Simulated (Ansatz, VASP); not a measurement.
# Ge5H (armchair Ge ribbon N=10 H edges) in two plane-wave programs

Aim: how closely do two programs agree when they are given the same cell, functional and k mesh? The structure shown is the start of the Ansatz relaxation below; VASP solves that cell, so the two are compared at the walk's first step.

Main program and level: Ansatz 0.2.0; plane waves, with VASP 6.6.1 beside it; single point at PBE.

## 1. The starting structure

The cell holds 24 atoms: 20 Ge and 4 H. Its edges and angles: a = 28.010 Å, b = 7.670 Å, c = 7.080 Å, α = 90.0°, β = 90.0°, γ = 90.0°. Vacuum lies along a and b. The structure's axis is c.

## 2. Ansatz: relaxation, PBE

Ansatz runs on its default PAW (the set named soft_2) files.

The two programs are compared at the cell with which this relaxation starts, whose forces are those of its first step.

input.yaml reads:

```yaml
crystal:
  lattice:
    - [28.01, 0.0, 0.0]
    - [0.0, 7.67, 0.0]
    - [0.0, 0.0, 7.08]
  atoms:
    - { symbol: Ge, position: [0.171642212, 0.543676662, 0.0] }
    - { symbol: Ge, position: [0.317577232, 0.543676662, 0.0] }
    - { symbol: Ge, position: [0.463512252, 0.543676662, 0.0] }
    - { symbol: Ge, position: [0.609447272, 0.543676662, 0.0] }
    - { symbol: Ge, position: [0.755382291, 0.543676662, 0.0] }
    - { symbol: Ge, position: [0.171642212, 0.456323338, 0.333333333] }
    - { symbol: Ge, position: [0.317577232, 0.456323338, 0.333333333] }
    - { symbol: Ge, position: [0.463512252, 0.456323338, 0.333333333] }
    - { symbol: Ge, position: [0.609447272, 0.456323338, 0.333333333] }
    - { symbol: Ge, position: [0.755382291, 0.456323338, 0.333333333] }
    - { symbol: H, position: [0.87503664, 0.543676662, 0.393361582] }
    - { symbol: H, position: [0.124955373, 0.456323338, 0.439971751] }
    - { symbol: Ge, position: [0.244609722, 0.543676662, 0.5] }
    - { symbol: Ge, position: [0.390544742, 0.543676662, 0.5] }
    - { symbol: Ge, position: [0.536479762, 0.543676662, 0.5] }
    - { symbol: Ge, position: [0.682414782, 0.543676662, 0.5] }
    - { symbol: Ge, position: [0.828349801, 0.543676662, 0.5] }
    - { symbol: Ge, position: [0.244609722, 0.456323338, 0.833333333] }
    - { symbol: Ge, position: [0.390544742, 0.456323338, 0.833333333] }
    - { symbol: Ge, position: [0.536479762, 0.456323338, 0.833333333] }
    - { symbol: Ge, position: [0.682414782, 0.456323338, 0.833333333] }
    - { symbol: Ge, position: [0.828349801, 0.456323338, 0.833333333] }
    - { symbol: H, position: [0.124955373, 0.543676662, 0.893361582] }
    - { symbol: H, position: [0.87503664, 0.456323338, 0.939971751] }
kpoints:
  mp_grid: { grid: [1, 1, 12] }
scf:
  occupations: { method: fermi_dirac, width: 0.05 }
hamiltonian:
  xc: pbe
relax:
  cell: { fix: [a, b, alpha, beta, gamma] }
  max_steps: 45
  f_tol: 0.03
```

The run is started by

```console
$ ansatz run input.yaml --threads 4 --pin off --max-ram 16384MiB --backend cpu --events-out ev --progress --plain --runs-dir out
```

Numbers of over 12 decimals in the logs are rounded to 6 here.

Output:

```text
Engine: ansatz 0.2.0, aarch64-unknown-linux-gnu
Pseudopotentials: kind: paw
Pseudopotential: Ge, paw, valence charge 14, recommended cutoff 420 eV (normal), Ge.paw.azcp
Pseudopotential: H, paw, valence charge 1, recommended cutoff 420 eV (normal), H.paw.azcp
Functional definition: PBE
  parameter kappa = 0.804
  parameter beta = 0.066725
  exchange = pbe_x(kappa = kappa, mu = beta*pi^2/3)
  correlation = pbe_c(beta = beta)
Crystal: 24 atoms, lattice volume = 1521.044 Å³
Basis set: ecut = 420 eV, 29751 PW (Γ), exchange–correlation on 384×108×96 points (8 copies of the dense FFT grid, shifted against one another)
Bands: 171, of which v1, the nominal top of the filled ones, is band 142 counted from 1 (141 counted from 0)
Symmetry: 4 space group operations
Space group: P2/c (ITA 13), of the structure as read, at distance tolerance 1.2e-4 Å
k-points: 7 of 12
Non-local potential: Ge, projectors of the file, l = 0: 2, l = 1: 2, l = 2: 3, l = 3: 1
Non-local potential: H, projectors of the file, l = 0: 2, l = 1: 1
PAW form: soft (Blöchl's): semilocal exchange-correlation on the pseudo side does not see the compensation charge
PAW one-centre angular grid: Ge, 590 points (default); XC on 64 Gauss nodes
PAW one-centre angular grid: H, 110 points (default); XC on 64 Gauss nodes
Initial density: superposition of atomic densities (neutral atoms: chi_scale 0, normalization atom), corrected by the library's trained network
Initial wavefunctions: pseudopotential atomic-orbital guess
Functional: x = pbe(κ = 0.804, μ = 0.219515), c = pbe(β = 0.066725)
SCF iter   1: F=—  HF=-85951.071169 eV  |F-HF|=—  |Δ(HF+E_count)|=         —  Δρ=1.58e-3  dr2=1.18e-1  ethr=1.77e-3  ⟨swp⟩=6.0  Hψ=4309  notcnv=0  defer=15
preconditioner: auto → Resta (q_TF=auto, 2.063 Å⁻¹)  ε∞=1.6  [insulator: Δε(μ)=0.340 eV  Ē_g=21.223 eV  σ=0.050 eV  W_gap=0.94  n_scr=234 (ndim 8)  ℏωp=16.0 eV  f_vac=0.576  D(μ)=0.30/eV (n_scr^D=0)  ε∞_Penn≈1.6  vacuum switching on, ρ_ref=3.3e-2 e/Å³]
SCF iter   2: F=—  HF=-85951.118754 eV  |F-HF|=—  |Δ(HF+E_count)|=   4.76e-2  Δρ=1.19e-3  dr2=5.05e-1  ethr=4.14e-5  ⟨swp⟩=3.3  Hψ=2516  notcnv=0  defer=108
SCF iter   3: F=—  HF=-85951.119542 eV  |F-HF|=—  |Δ(HF+E_count)|=   7.88e-4  Δρ=1.20e-3  dr2=4.82e-1  ethr=4.14e-5  ⟨swp⟩=3.6  Hψ=1805  notcnv=0  defer=103
SCF iter   4: F=—  HF=-85951.088142 eV  |F-HF|=—  |Δ(HF+E_count)|=   3.14e-2  Δρ=6.17e-4  dr2=7.94e-2  ethr=4.14e-5  ⟨swp⟩=1.9  Hψ=1368  notcnv=0  defer=99
SCF iter   5: F=—  HF=-85951.083997 eV  |F-HF|=—  |Δ(HF+E_count)|=   4.14e-3  Δρ=1.54e-4  dr2=3.28e-3  ethr=2.80e-5  ⟨swp⟩=2.0  Hψ=1216  notcnv=0  defer=99
SCF iter   6: F=—  HF=-85951.084342 eV  |F-HF|=—  |Δ(HF+E_count)|=   3.45e-4  Δρ=6.59e-5  dr2=3.11e-4  ethr=1.16e-6  ⟨swp⟩=2.0  Hψ=1228  notcnv=0  defer=99
SCF iter   7: F=—  HF=-85951.084362 eV  |F-HF|=—  |Δ(HF+E_count)|=   2.00e-5  Δρ=2.22e-5  dr2=1.69e-5  ethr=1.10e-7  ⟨swp⟩=2.0  Hψ=1271  notcnv=0  defer=99
SCF iter   8: F=—  HF=-85951.084743 eV  |F-HF|=—  |Δ(HF+E_count)|=   3.81e-4  Δρ=1.35e-5  dr2=2.46e-6  ethr=5.95e-9  ⟨swp⟩=3.0  Hψ=2286  notcnv=0  defer=103
SCF iter   9: F=—  HF=-85951.084748 eV  |F-HF|=—  |Δ(HF+E_count)|=   4.88e-6  Δρ=5.94e-6  dr2=1.09e-6  ethr=8.65e-10  ⟨swp⟩=2.0  Hψ=2087  notcnv=0  defer=103
SCF iter  10: F=-85951.084748 eV  HF=-85951.084748 eV  |F-HF|=4.23e-8  |Δ(HF+E_count)|=   3.90e-8  Δρ=1.71e-6  dr2=7.61e-8  ethr=3.52e-11  ⟨swp⟩=3.0  Hψ=4444  notcnv=0
SCF 1 converged in 10 iterations: F = -85951.084748 eV  dr2 = 7.61e-8
  greatest PAW one-centre occupation: 0.998 electrons in one spin orbital (limit 2), on the Ge atom at site 21 (counted from 0), in its partial waves of l = 2
relax step   1: F+E_penalty+E_count = -85951.08474776 eV  Δ(F+E_penalty+E_count) = +0.000e0 eV  max|allowed force component| = 1.197e0 eV/Å  Δτ_max = 0.0000 Å  P = -0.412 GPa  Ω = 1521.044 Å³  fix = [a, b, alpha, beta, gamma]  reactions: a -0.627, b +0.317 GPa; alpha -0.095 GPa/rad  (10 SCF iters, dr2 threshold 1.00e-7 eV, accepted)
[...]
relax step   5: F+E_penalty+E_count = -85951.61295726 eV  Δ(F+E_penalty+E_count) = -1.158e-3 eV  max|allowed force component| = 1.675e-2 eV/Å  Δτ_max = 0.0420 Å  P = +0.106 GPa  Ω = 1504.911 Å³  energy of the carried Pulay correction = +1.333e-3 eV  fix = [a, b, alpha, beta, gamma]  reactions: a +0.033, b +0.320 GPa; alpha -0.001 GPa/rad  (8 SCF iters, dr2 threshold 1.16e-7 eV, accepted)
[...]
relax step   6: F+E_penalty+E_count = -85951.61172671 eV  Δ(F+E_penalty+E_count) = +1.231e-3 eV  max|allowed force component| = 1.676e-2 eV/Å  Δτ_max = 0.0000 Å  P = +0.105 GPa  Ω = 1504.911 Å³  fix = [a, b, alpha, beta, gamma]  reactions: a +0.032, b +0.321 GPa; alpha -0.001 GPa/rad  stress off target by 3.69e-2 GPa on what of the cell is left free  SCF on the basis re-selected at this cell (its energy is not comparable with the rows above)  (7 SCF iters)
basis re-selected at this cell: Δ(F+E_penalty+E_count) = +1.231e-3 eV, ΔP = -0.001 GPa vs the last step (what re-selecting the basis moved, of the pressure what is left beyond the Pulay correction that the steps carried, after the strain that the cell walked since its last selection, with what the two solves' SCF thresholds leave and, on support functions, any second-order correction that the steps lacked; it is no m [...]
SCF converged after 7 iterations
Free energy (F): -85951.611727 eV
Harris-Foulkes:  -85951.611727 eV  (|F-HF|=5.82e-11)
Internal energy: -85951.608747 eV  (E = F + TS)
E sigma→0 (E₀):  -85951.610237 eV
Entropy (-TS):   -0.002980 eV (-0.124 meV/atom)
Fermi energy:    -0.548984 eV
--- Per-component energies (eV) ---
  E_band       = -5441.152107
  E_kinetic    = 2253.973756
  E_local      = -128442.129256  (includes V_loc(G=0)·N_el)
  E_nonlocal   = 8353.000585
  E_hartree    = 59960.733174
  E_xc         = -1529.156261
  E_vxc        = -1311.803974  (∫ρ·V_xc dr)
  E_paw        = -40374.168763  (= ΣΔE_a)
  E_vpaw       = -6215.660528  (= ΣTr[D̂ρ^β])
  E_aug_tail   = 0.001454  (compensation charges beyond the density's cutoff)
  E_ewald      = 13826.136564
  E_smearing   = -0.002980  (= −TS)
  E_closure    = 0.000000  (closes the sum)
  Σ components = -85951.611727   (vs F -85951.611727, Δ=0.00e0)
--- Forces (eV/Å), atoms counted from 1 ---
  atom   1  Ge     0.00694194    -0.00957484    -0.00153595
  atom   2  Ge    -0.00235829     0.00870306     0.00088309
  atom   3  Ge    -0.00056639     0.00884076     0.00310547
  atom   4  Ge    -0.00055247     0.00671536     0.00269461
  atom   5  Ge    -0.00618035     0.00823407    -0.01675553
  atom   6  Ge     0.00694194     0.00957484     0.00153595
  atom   7  Ge    -0.00235829    -0.00870306    -0.00088309
  atom   8  Ge    -0.00056639    -0.00884076    -0.00310547
  atom   9  Ge    -0.00055247    -0.00671536    -0.00269461
  atom  10  Ge    -0.00618035    -0.00823407     0.01675553
  atom  11  H      0.01667030    -0.00289795     0.01623623
  atom  12  H     -0.01667030     0.00289795    -0.01623623
  atom  13  Ge     0.00618035     0.00823407    -0.01675553
  atom  14  Ge     0.00055247     0.00671536     0.00269461
  atom  15  Ge     0.00056639     0.00884076     0.00310547
  atom  16  Ge     0.00235829     0.00870306     0.00088309
  atom  17  Ge    -0.00694194    -0.00957484    -0.00153595
  atom  18  Ge     0.00618035    -0.00823407     0.01675553
  atom  19  Ge     0.00055247    -0.00671536    -0.00269461
  atom  20  Ge     0.00056639    -0.00884076    -0.00310547
  atom  21  Ge     0.00235829    -0.00870306    -0.00088309
  atom  22  Ge    -0.00694194     0.00957484     0.00153595
  atom  23  H     -0.01667030    -0.00289795     0.01623623
  atom  24  H      0.01667030     0.00289795    -0.01623623
  max |Σ_I F_I| component: 3.47e-18 eV/Å
--- Stress (GPa, compression-positive) ---
        0.032348       0.000000       0.000000
        0.000000       0.320824       0.001106
        0.000000       0.001106      -0.036907
  P = ⅓ Tr σ = 0.1054 GPa (1.054 kbar)
--- Relaxed structure (5 steps of the walk, 5 accepted, 1 SCFs on fresh bases) ---
  F+E_penalty+E_count = -85951.61172671 eV   max|allowed force component| = 1.676e-2 eV/Å   (the final SCF, on the basis selected at the relaxed cell)
  cell:  # Å, volume = 1504.9113 Å³
    - [28.01, 0.0, 0.0]
    - [0.0, 7.67, 0]
    - [0.0, 0, 7.004908]
  atoms:
    - { symbol: Ge, position: [0.177923, 0.547304, 0.00599508] }
    - { symbol: Ge, position: [0.319675, 0.542039, -0.000679679] }
    - { symbol: Ge, position: [0.463943, 0.543428, -0.000270361] }
    - { symbol: Ge, position: [0.608024, 0.545168, 0.000798439] }
    - { symbol: Ge, position: [0.752230, 0.544849, -4.913126518353247e-5] }
    - { symbol: Ge, position: [0.177923, 0.452696, 0.327338] }
    - { symbol: Ge, position: [0.319675, 0.457961, 0.334013] }
    - { symbol: Ge, position: [0.463943, 0.456572, 0.333604] }
    - { symbol: Ge, position: [0.608024, 0.454832, 0.332535] }
    - { symbol: Ge, position: [0.752230, 0.455151, 0.333382] }
    - { symbol: H, position: [0.868618, 0.497414, 0.395619] }
    - { symbol: H, position: [0.131382, 0.502586, 0.437714] }
    - { symbol: Ge, position: [0.247770, 0.544849, 0.499951] }
    - { symbol: Ge, position: [0.391976, 0.545168, 0.500798] }
    - { symbol: Ge, position: [0.536057, 0.543428, 0.499730] }
    - { symbol: Ge, position: [0.680325, 0.542039, 0.499320] }
    - { symbol: Ge, position: [0.822077, 0.547304, 0.505995] }
    - { symbol: Ge, position: [0.247770, 0.455151, 0.833382] }
    - { symbol: Ge, position: [0.391976, 0.454832, 0.832535] }
    - { symbol: Ge, position: [0.536057, 0.456572, 0.833604] }
    - { symbol: Ge, position: [0.680325, 0.457961, 0.834013] }
    - { symbol: Ge, position: [0.822077, 0.452696, 0.827338] }
    - { symbol: H, position: [0.131382, 0.497414, 0.895619] }
    - { symbol: H, position: [0.868618, 0.502586, 0.937714] }
```

(Continued in part 2 of 2.)

[Lines on the potential files, build, host, timing and source positions are cut from VASP's logs without a mark.]

[Logs are printed without paths, hosts, clocks, repeated set-up lines and the standing remarks that a program may print on its own settings, such as how far it seeks lower states.]

[Hosts, paths, dates, database ids (printed as entryN), source tags and the programs' standing remarks are cut or masked in the printed files.]
